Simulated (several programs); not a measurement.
## BaTe (CsCl type) from semi-empirical methods to plane-wave DFT

BaTe in the CsCl-type structure, relaxed with r2SCAN in Ansatz, was computed with several methods. The symmetry is Pm-3m (No. 221, cubic); a = 4.245 Å in the conventional setting, 38.24 Å³ an atom. Ba has 8 Te at 3.68 Å; Te has 8 Ba at 3.68 Å. Computed, not measured; no magnetism was allowed, and whether the structure is a known phase isn't checked.

```cif
data_structure
_symmetry_space_group_name_H-M 'Pm-3m'
_symmetry_Int_Tables_number 221
_cell_length_a 4.2448
_cell_length_b 4.2448
_cell_length_c 4.2448
_cell_angle_alpha 90.000
_cell_angle_beta 90.000
_cell_angle_gamma 90.000
_cell_volume 76.49
loop_
_atom_site_label
_atom_site_type_symbol
_atom_site_symmetry_multiplicity
_atom_site_Wyckoff_symbol
_atom_site_fract_x
_atom_site_fract_y
_atom_site_fract_z
_atom_site_occupancy
Ba1 Ba 1 a 0.00000 0.00000 0.00000 1
Te1 Te 1 b 0.50000 0.50000 0.50000 1
```

Gaps and times are for a single point on this cell; volume and bulk modulus come from each method's own relaxation or energy curve at fixed shape. Times are rough, from shared hosts (Arm Neoverse V1; NVIDIA H100 80GB HBM3), and each method has its own mesh and cell size. A dagger marks a closed or tiny gap in a crystal that DFT finds insulating: a failure of the method or a wrong SCF state. PM6 (MOPAC), PM7 (MOPAC), GFN2-xTB (tblite) treat a cluster of cells at its zone centre, which samples few k points: where these miss a band edge, the gap comes out too large for that reason alone. Gaps from k meshes are read at a limited set of points (mesh, symmetry points, PBE's band edges), so each method's own least gap may be somewhat smaller. xTB and the PM methods were fitted mostly to molecules, and can miss a solid's gap by electronvolts. Minimal bases can be far off for gaps. Times of the plane-wave ladder aren't listed, since it ran on unlike processors and cards. GLLB-SC's gap includes the derivative discontinuity. G0W0 is at finite bands, cutoff and mesh. d marks a direct gap, i an indirect one (no mark: not told apart), a dash a value that wasn't computed or didn't pass its checks.

```tsv
method	kind	gap (eV)	own volume (Å³/atom)	bulk modulus (GPa)	atoms computed	processor time
PM7 (MOPAC)	semi-empirical	9.20	–	–	cluster	0.31 s
light PBE (260 eV and a coarse mesh)	light plane-wave	0.65 i	–	–	2	0.75 s
PM6 (MOPAC)	semi-empirical	3.47	–	–	cluster	1.6 s
GFN2-xTB (tblite)	tight binding	0.00†	–	–	cluster	2 s
PBE	semilocal	0.86 i	38.24	32	2	–
PBE/SZV (CP2K)	small basis	0.54 d	–	–	2	4.2 s
r2SCAN	semilocal	1.20 i	38.24	34	2	–
PBE/DZVP (CP2K)	small basis	0.90 d	39.54	32	2	8.3 s
GLLB-SC (GPAW)	model potential	2.18	–	–	2	8.7 s
PBE/single zeta (GPAW)	small basis	0.70 i	–	–	2	17 s
G0W0@r2SCAN (180 eV screening cutoff)	many-body	1.87	–	–	2	–
G0W0@PBE (260 eV screening cutoff)	many-body	1.72	–	–	2	–
```

Against r2SCAN (1.20 eV) and with closed or daggered gaps left aside, the nearest gap at the points sampled is that of PBE/DZVP (CP2K) (-0.30 eV) and the farthest that of PM7 (MOPAC) (+8.00 eV). r2SCAN is only a yardstick of convenience: semilocal gaps usually lie below measured ones, which GLLB-SC and hybrids aim to mend.

Volumes against r2SCAN's: PBE 0.0 %, PBE/DZVP (CP2K) +3.4 %.

Runs without a result: GFN1-xTB (tblite) (single point).

No spin-orbit coupling is included; it can move band edges with weight on the heavy atoms by tenths of an eV.
